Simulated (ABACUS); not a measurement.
# Rb (Fm-3m) in ABACUS: reference runs

Aim: a first look at Rb with PBE, on the cell as given and on a disturbed one.

Everything below comes from runs of ABACUS 3.10.1. Logs are shortened: lines on timing, memory, paths and dates and some standing lists are left out, and cuts for length are marked.

## (1) The structure

It takes space group Fm-3m (No. 225, cubic). Conventional cell: a = 7.280 Å, b = 7.280 Å, c = 7.280 Å, α = 90.00°, β = 90.00°, γ = 90.00°.

This isn't the form of Rb at room conditions, which is bcc.

## (2) Single point, PBE

INPUT reads:

```
INPUT_PARAMETERS
suffix              Rb
calculation         scf
basis_type          pw
pseudo_dir          ./
symmetry            1
dft_functional      pbe
ecutwfc             47
pseudo_rcut         10
nspin               1
nbands              9
ks_solver           dav
smearing_method     fd
smearing_sigma      0.00367493
scf_thr             1e-08
scf_nmax            100
mixing_type         broyden
mixing_beta         0.7
cal_force           1
cal_stress          1
kpar                4
```

STRU reads:

```
ATOMIC_SPECIES
Rb 85.4678 Rb.upf

LATTICE_CONSTANT
1.8897261246

LATTICE_VECTORS
0.0000000000 3.6398846700 3.6398846700
3.6398846700 0.0000000000 3.6398846700
3.6398846700 3.6398846700 0.0000000000

ATOMIC_POSITIONS
Direct

Rb
0.0
1
0.0000000000 0.0000000000 0.0000000000 1 1 1
```

KPT reads:

```
K_POINTS
0
Gamma
6 6 6 0 0 0
```

Potentials or basis: PseudoDojo NC SR 0.4.1 PBE standard, plane waves.

Started as:

```
$ OMP_NUM_THREADS=1 mpirun -np 4 abacus > log
```

running log:

```text
ABACUS v3.10.1

               Atomic-orbital Based Ab-initio Computation at UStc

 ------------------------------------------------------------------------------------

 READING GENERAL INFORMATION
                           global_out_dir = OUT.Rb/
                           global_in_card = INPUT
                               pseudo_dir = ./
                              orbital_dir =
                                    DSIZE = 4
                                    GSIZE = 1

 READING UNITCELL INFORMATION
                                    ntype = 1
                  lattice constant (Bohr) = 1.88973
              lattice constant (Angstrom) = 1

 READING ATOM TYPE 1
                               atom label = Rb
                      L=0, number of zeta = 1
                      L=1, number of zeta = 1
                      L=2, number of zeta = 1
             number of atom for this type = 1

                        TOTAL ATOM NUMBER = 1
DIRECT COORDINATES
    atom                   x                   y                   z     mag                  vx                  vy                  vz
taud_Rb1            0.0000000000        0.0000000000        0.0000000000  0.0000        0.0000000000        0.0000000000        0.0000000000

                          Volume (Bohr^3) = 650.863
                             Volume (A^3) = 96.4478

 Lattice vectors: (Cartesian coordinate: in unit of a_0)
                   +0            +3.63988            +3.63988
             +3.63988                  +0            +3.63988
             +3.63988            +3.63988                  +0
 Reciprocal vectors: (Cartesian coordinate: in unit of 2 pi/a_0)
            -0.137367           +0.137367           +0.137367
            +0.137367           -0.137367           +0.137367
            +0.137367           +0.137367           -0.137367
 The esolver type has been set to : ksdft_pw

                PAO radial cut off (Bohr) = 10

 Read in pseudopotential file is Rb.upf
                     pseudopotential type = NC
          exchange-correlation functional = PBE
                 nonlocal core correction = 1
                        valence electrons = 9
                                     lmax = 2
                           number of zeta = 3
                     number of projectors = 6
                           L of projector = 0
                           L of projector = 0
                           L of projector = 1
                           L of projector = 1
                           L of projector = 2
                           L of projector = 2
     initial pseudo atomic orbital number = 5

 SETUP THE ELECTRONS NUMBER
            electron number of element Rb = 9
      total electron number of element Rb = 9
            AUTOSET number of electrons:  = 9
                           occupied bands = 5
                                   NBANDS = 9
                                   NLOCAL = 9

%%%%%%%%%%%%%%%%%%%%%%%%%%%%%%%%%%%%%%%%%%%%%%%%%%%%%%%%%%%%%%%%%%%%%%%%%%%%%%%%%%%%%%%%%%%%%%%%%%%%%%%%%%
 Warning: the number of valence electrons in pseudopotential > 1 for Rb: [Kr] 5s1
 Pseudopotentials with additional electrons can yield (more) accurate outcomes, but may be less efficient.
 If you're confident that your chosen pseudopotential is appropriate, you can safely ignore this warning.
%%%%%%%%%%%%%%%%%%%%%%%%%%%%%%%%%%%%%%%%%%%%%%%%%%%%%%%%%%%%%%%%%%%%%%%%%%%%%%%%%%%%%%%%%%%%%%%%%%%%%%%%%%

 SETUP THE PLANE WAVE BASIS
 energy cutoff for charge/potential (unit:Ry) = 188
            fft grid for charge/potential = [ 45, 45, 45 ]
                        fft grid division = [ 1, 1, 1 ]
        big fft grid for charge/potential = [ 45, 45, 45 ]
                                     nbxx = 91125
                                     nrxx = 91125

 SETUP PLANE WAVES FOR CHARGE/POTENTIAL
                    number of plane waves = 28475
                         number of sticks = 1237

 PARALLEL PW FOR CHARGE/POTENTIAL
     PROC   COLUMNS(POT)             PW
        1           1237          28475
 --------------- sum -------------------
        1           1237          28475
                            number of |g| = 303
                                  max |g| = 16.9827
                                  min |g| = 0

----------- Double Check Mixing Parameters Begin ------------
mixing_type: broyden
mixing_beta: 0.7
mixing_gg0: 1
mixing_gg0_min: 0.1
mixing_ndim: 8
----------- Double Check Mixing Parameters End ------------

 LATTICE VECTORS: (CARTESIAN COORDINATE: IN UNIT OF A0)
                   +0            +3.63988            +3.63988
             +3.63988                  +0            +3.63988
             +3.63988            +3.63988                  +0
                       right hand lattice = 1
                                   NORM_A = 5.14757
                                   NORM_B = 5.14757
                                   NORM_C = 5.14757
                           ALPHA (DEGREE) = 60
                           BETA  (DEGREE) = 60
                           GAMMA (DEGREE) = 60

 The lattice vectors have been changed (STRU_SIMPLE.cif)

(for optimal symmetric configuration:)
                             BRAVAIS TYPE = 3
                     BRAVAIS LATTICE NAME = 03. Cubic F (face-centered)
                                    ibrav = 3
                                    IBRAV = 3
                                  BRAVAIS = FACE CENTERED CUBIC
                       LATTICE CONSTANT A = 7.27977
Original cell was already a primitive cell.
                        ROTATION MATRICES = 48
              PURE POINT GROUP OPERATIONS = 48
                   SPACE GROUP OPERATIONS = 48
                              POINT GROUP = O_h
               POINT GROUP IN SPACE GROUP = O_h

 SETUP K-POINTS
                                    nspin = 1
                   Input type of k points = Monkhorst-Pack(Gamma)
                                   nkstot = 216
                       right hand lattice = 1
(for reciprocal lattice: )
                             BRAVAIS TYPE = 2
                     BRAVAIS LATTICE NAME = 02. Cubic I (body-centered)
                                    ibrav = 2
                       right hand lattice = 1
(for k-lattice: )
                             BRAVAIS TYPE = 2
                     BRAVAIS LATTICE NAME = 02. Cubic I (body-centered)
                                    ibrav = 2
                       right hand lattice = 1
                        ROTATION MATRICES = 48
                               nkstot_ibz = 16
K-POINTS REDUCTION ACCORDING TO SYMMETRY
     IBZ    DIRECT_X    DIRECT_Y    DIRECT_Z  WEIGHT  ibz2bz
       1  0.00000000  0.00000000  0.00000000  0.0046       0
       2  0.16666667  0.16666667  0.16666667  0.0370       1
       3  0.33333333  0.33333333  0.33333333  0.0370       2
       4  0.50000000  0.50000000  0.50000000  0.0185       3
       5  0.16666667  0.16666667  0.00000000  0.0278       7
       6  0.33333333  0.33333333  0.16666667  0.1111       8
       7  0.50000000  0.50000000  0.33333333  0.1111       9
       8  0.50000000  0.33333333  0.33333333  0.1111      10
       9  0.33333333  0.16666667  0.16666667  0.0556      11
      10  0.33333333  0.33333333  0.00000000  0.0278      14
      11  0.50000000  0.50000000  0.16666667  0.1111      15
      12 -0.33333333  0.33333333  0.33333333  0.0556      16
      13  0.50000000  0.50000000  0.00000000  0.0139      21
      14  0.50000000  0.33333333  0.16666667  0.1111      51
      15  0.50000000  0.33333333 -0.33333333  0.1111      52
      16  0.50000000  0.33333333 -0.16666667  0.0556      58

                               nkstot now = 16
[... K-POINTS DIRECT COORDINATES: 16 rows ...]

           k-point number in this process = 4
       minimum distributed K point number = 4
[... stars of the k points ...]

[... K-POINTS CARTESIAN COORDINATES: 4 rows ...]

[... K-POINTS DIRECT COORDINATES: 4 rows ...]

 SETUP PLANE WAVES FOR WAVE FUNCTIONS
     energy cutoff for wavefunc (unit:Ry) = 47
              fft grid for wave functions = [ 45, 45, 45 ]
                    number of plane waves = 4279
                         number of sticks = 349

 PARALLEL PW FOR WAVE FUNCTIONS
     PROC   COLUMNS(POT)             PW
        1            349           4279
 --------------- sum -------------------
        1            349           4279

 SETUP NONLOCAL PSEUDOPOTENTIALS IN PLANE WAVE BASIS
 Rb non-local projectors:
 projector 1 L=0
 projector 2 L=0
 projector 3 L=1
 projector 4 L=1
 projector 5 L=2
 projector 6 L=2
      TOTAL NUMBER OF NONLOCAL PROJECTORS = 18

 Init Non-Local PseudoPotential table :
 Init Non-Local-Pseudopotential done.

                                     npwx = 3582

 Make real space PAO into reciprocal space.
       max mesh points in Pseudopotential = 1001
     dq(describe PAO in reciprocal space) = 0.01
                                    max q = 827

 number of pseudo atomic orbitals for Rb is 3
WARNING: norm of atomic wavefunction # 3 of atomic type Rb is 0.987539, renormalized

 -------------------------------------------
 SELF-CONSISTENT
 -------------------------------------------
                                 init_chg = atomic

 PW ALGORITHM --------------- ION=   1  ELEC=   1--------------------------------
 Notice: Threshold on eigenvalues was too large.
 hsover_error=0.09 > DRHO=0.00130535
 Origin diag ethr = 0.01
 New diag ethr = 1.45039e-05

 Density error is 0.0012914857568
                          Error Threshold = 1.45038648479e-05
----------------------------------------------------------
     Energy           Rydberg                 eV
----------------------------------------------------------
 E_KohnSham     -54.1514206636       -736.7678758199
 E_Harris       -54.3545806360       -739.5320090496
 E_Fermi        0.1287012153         1.7510698679
----------------------------------------------------------

 PW ALGORITHM --------------- ION=   1  ELEC=   2--------------------------------

 Density error is 0.000191253452549
                          Error Threshold = 1.43498417422e-05
----------------------------------------------------------
     Energy           Rydberg                 eV
----------------------------------------------------------
 E_KohnSham     -54.1515758807       -736.7699876568
 E_Harris       -54.2063342856       -737.5150139765
 E_Fermi        0.1259479273         1.7136094630
----------------------------------------------------------

 PW ALGORITHM --------------- ION=   1  ELEC=   3--------------------------------

 Density error is 2.50428233971e-05
                          Error Threshold = 2.12503836166e-06
----------------------------------------------------------
     Energy           Rydberg                 eV
----------------------------------------------------------
 E_KohnSham     -54.1515912737       -736.7701970894
 E_Harris       -54.1661766794       -736.9686417142
 E_Fermi        0.1244362965         1.6930426708
----------------------------------------------------------

 PW ALGORITHM --------------- ION=   1  ELEC=   4--------------------------------

 Density error is 1.19925477441e-07
                          Error Threshold = 2.78253593301e-07
----------------------------------------------------------
     Energy           Rydberg                 eV
----------------------------------------------------------
 E_KohnSham     -54.1515927507       -736.7702171854
 E_Harris       -54.1514275009       -736.7679688468
 E_Fermi        0.1236656141         1.6825569989
----------------------------------------------------------

 PW ALGORITHM --------------- ION=   1  ELEC=   5--------------------------------

 Density error is 4.17228712191e-09
                          Error Threshold = 1.33250530489e-09
----------------------------------------------------------
     Energy           Rydberg                 eV
----------------------------------------------------------
 E_KohnSham     -54.1515928005       -736.7702178631
 E_KS(sigma->0) -54.1512859575       -736.7660430491
 E_Harris       -54.1515074026       -736.7690559652
 E_band         -8.8921559702        -120.9839886993
 E_one_elec     -27.7145313367       -377.0755435790
 E_Hartree      14.5812000009        198.3874036896
 E_xc           -14.0219343560       -190.7782042240
 E_Ewald        -26.9957134225       -367.2955241216
 E_entropy(-TS) -0.0006136861        -0.0083496281
 E_descf        0.0000000000         0.0000000000
 E_exx          0.0000000000         0.0000000000
 E_Fermi        0.1236603136         1.6824848813
----------------------------------------------------------

 charge density convergence is achieved
 final etot is -736.77021786 eV
 EFERMI = 1.6824848813 eV

 STATE ENERGY(eV) AND OCCUPATIONS    NSPIN == 1
 1/4 kpoint (Cartesian) = 0.0000 0.0000 0.0000 (3527 pws)
       1       -27.1950     0.00925926
       2       -11.2415     0.00925926
       3       -11.2415     0.00925926
       4       -11.2415     0.00925926
       5      -0.155859     0.00925926
       6        5.28239    4.99120e-34
       7        5.28239    4.99120e-34
       8        5.28239    4.99120e-34
       9        6.56083    3.92477e-45

 2/4 kpoint (Cartesian) = 0.022894 0.022894 0.022894 (3557 pws)
       1       -27.1943      0.0740741
       2       -11.2608      0.0740741
       3       -11.2441      0.0740741
       4       -11.2441      0.0740741
       5       0.134548      0.0740741
       6        4.58120    4.91790e-27
       7        5.36901    7.06186e-34
       8        5.36901    7.06186e-34
       9        6.33530    2.85665e-42

 3/4 kpoint (Cartesian) = 0.045789 0.045789 0.045789 (3548 pws)
       1       -27.1929      0.0740741
       2       -11.2990      0.0740741
       3       -11.2495      0.0740741
       4       -11.2495      0.0740741
       5       0.939378      0.0740740
       6        3.40864    7.52483e-17
       7        5.22304    1.30861e-32
       8        5.22304    1.30861e-32
       9        6.70461    1.77007e-45

 4/4 kpoint (Cartesian) = 0.068683 0.068683 0.068683 (3582 pws)
       1       -27.1922      0.0370370
       2       -11.3179      0.0370370
       3       -11.2521      0.0370370
       4       -11.2521      0.0370370
       5        1.88240    0.000667284
       6        2.36463    4.40132e-08
       7        5.08049    1.13228e-31
       8        5.08049    1.13228e-31
       9        7.08479    4.41393e-49

------------------------------------------------------------------------------------------
 TOTAL-FORCE (eV/Angstrom)
------------------------------------------------------------------------------------------
                       Rb1         0.0000000000         0.0000000000         0.0000000000
------------------------------------------------------------------------------------------

----------------------------------------------------------------
 TOTAL-STRESS (KBAR)
----------------------------------------------------------------
        -1.2013151692         0.0000000000        -0.0000000000
         0.0000000000        -1.2013151692        -0.0000000000
         0.0000000000        -0.0000000000        -1.2013151692
----------------------------------------------------------------
 TOTAL-PRESSURE: -1.201315 KBAR

 --------------------------------------------
 !FINAL_ETOT_IS -736.7702178631012657 eV
 --------------------------------------------
```

It took 2.8 s on 4 MPI ranks of Intel Xeon Platinum 8488C (Sapphire Rapids), shared host; peak memory 0.32 GiB.

What came out:

- Free energy: -736.7702 eV
- Pressure: -0.1 GPa
- Band gap on the k mesh: none (metal or under the smearing width)

(Part 1 of 2 ends here.)
